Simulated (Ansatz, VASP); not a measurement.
Ru: VASP beside Ansatz

```
Ru
1.0
     2.72341    0.00000    0.00000
    -1.36170    2.35854    0.00000
     0.00000    0.00000    4.28940
Ru
2
Cartesian
  0.0000 1.5724 1.0723
  1.3617 0.7862 3.2170
```

Alike in both runs: functional PBE; k mesh 16 × 16 × 9; occupations fermi-dirac, width 0.05 eV; no spin polarisation.

Ansatz relaxed the structure, and its values are those at the end. VASP's run is a single point on that final structure, the one shown.

|  | VASP | Ansatz |
| --- | --- | --- |
| version | VASP 6.6.1 | Ansatz 0.2.0 |
| potentials or method | VASP PAW PBE potentials, release 64 (Ru_pv), cutoff 520 eV | all-electron LAPW, scalar-relativistic |

```csv
,VASP,Ansatz,Ansatz less VASP
pressure (GPa),-0.3,-0.3,+0.04
```

Ansatz ran all-electron here, so the differences hold the error of VASP's frozen core and of both bases.
